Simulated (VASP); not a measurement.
Set up this calculation in VASP 6.6.1, as the native input.

```yaml
Task: relaxation of cell and atoms
Functional: r2SCAN
Potentials_or_basis: VASP PAW PBE potentials, release 64 (Si)
Cutoff: 600 eV
k_mesh: 13 × 13 × 13
Occupations: fermi-dirac, width 0.05 eV
Spin: no spin polarisation
Further_INCAR_settings: ALGO = Normal; EDIFF = 1e-06; IBRION = 2; EDIFFG = -0.005; NSW = 40; ISIF = 3
```

The structure of Si lies in POSCAR:

```
Si
1.0
    0.0000000000      2.7135600000      2.7135600000
    2.7135600000      0.0000000000      2.7135600000
    2.7135600000      2.7135600000      0.0000000000
Si
2
Direct
    0.7500000000      0.7500000000      0.7500000000
    0.5000000000      0.5000000000      0.5000000000
```

One way to write it, as run:

INCAR

```
SYSTEM = Si
PREC = Accurate
ENCUT = 600
EDIFF = 1E-6
ISMEAR = -1
SIGMA = 0.05
LREAL = .FALSE.
LASPH = .TRUE.
NELM = 100
ALGO = Normal
ISIF = 3
LWAVE = .FALSE.
LCHARG = .FALSE.
METAGGA = R2SCAN
LMIXTAU = .TRUE.
IBRION = 2
NSW = 40
EDIFFG = -0.005
```

KPOINTS

```
regular mesh
0
G
  13 13 13
  0 0 0
```

Potentials or basis: VASP PAW PBE potentials, release 64 (Si).

The run is started by

```sh
$ cat potpaw_PBE.64/Si/POTCAR > POTCAR
$ mpirun -np 1 vasp_std > vasp.out
```

Results of the run:

| Quantity | Value |
| --- | --- |
| Relaxed volume | 20.12 Å³/atom |
| Relaxed cell | a = 3.846 Å, b = 3.846 Å, c = 3.846 Å, α = 60.00°, β = 60.00°, γ = 60.00° |
| Space group after relaxing (to 0.05 Å) | Fd-3m (No. 227) |
| Energy gained by relaxing | 0.3 meV/atom |
| Ionic steps | 3 |
| Pressure after relaxing | 0.0 GPa |
| Band gap on the k mesh | 0.81 eV, indirect (least direct gap 2.76 eV) |

Caveat: the PAW data sets were made with another functional, which shifts forces and pressure a little; an odd mesh through Γ misses points on the zone boundary, where band edges often lie.

It took 85 s on 1 thread of Intel(R) Xeon(R) 6975P-C (Granite Rapids) (shared host), peak memory 0.19 GiB.
